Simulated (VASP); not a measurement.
## PbSe (Clausthalite): single point with PBE

**The experiment to reproduce.**

A printed reference work, monograph reports, for a bulk crystal of PbSe at 300 K: band gap 0.28 eV (direct).

The system is PbSe (Clausthalite).

```
Pb Se
1.0
     0.00000    3.06065    3.06065
     3.06065    0.00000    3.06065
     3.06065    3.06065    0.00000
Pb Se
1 1
Direct
  0.00000 0.00000 0.00000
  0.50000 0.50000 0.50000
```

```yaml
Program: VASP 6.6.1
Task: single point
Functional: PBE
Potentials_or_basis: VASP PAW PBE potentials, release 64 (Pb_d, Se)
Cutoff: 520 eV
k_mesh: 6 × 6 × 6
Occupations: methfessel-paxton, width 0.02 eV
Spin: no spin polarisation
Dipole_correction: no
Further_INCAR_settings: ALGO = Normal; EDIFF = 1e-06; NBANDS = 17
```

The pressure is 2.4 GPa and the band gap on the k mesh is 0.29 eV, direct.

Levels at points of the mesh, in eV from the valence-band top:
```tsv
k point	band 7	band 8	band 9	band 10	band 11	band 12	band 13	band 14
(0.00, 0.00, 0.00)	-6.30	-1.88	-1.88	-1.88	4.71	4.71	4.71	6.52
(0.50, 0.00, 0.00)	-8.80	-1.47	-1.47	0.00	0.29	1.70	1.70	8.55
(0.50, 0.50, 0.00)	-7.38	-4.98	-3.24	-3.24	3.69	5.61	5.61	6.05
```

Wall time 15 s on 1 thread of Intel Xeon 8259CL (shared host), peak memory 0.18 GiB.

Against the measured gap of PbSe, 0.28 eV (direct; 300 K; a printed reference work, monograph), the calculated 0.29 eV is off by +0.01 eV. 2 values of this kind are on record (0.15 to 0.28 eV); this one was drawn at random. Spin-orbit coupling on Pb, Se is left out. The value is that of PBE on a finite k mesh, which can miss the band edges, without temperature or zero-point motion.

Caveat: spin-orbit coupling is left out, which moves the levels of the heavy elements.
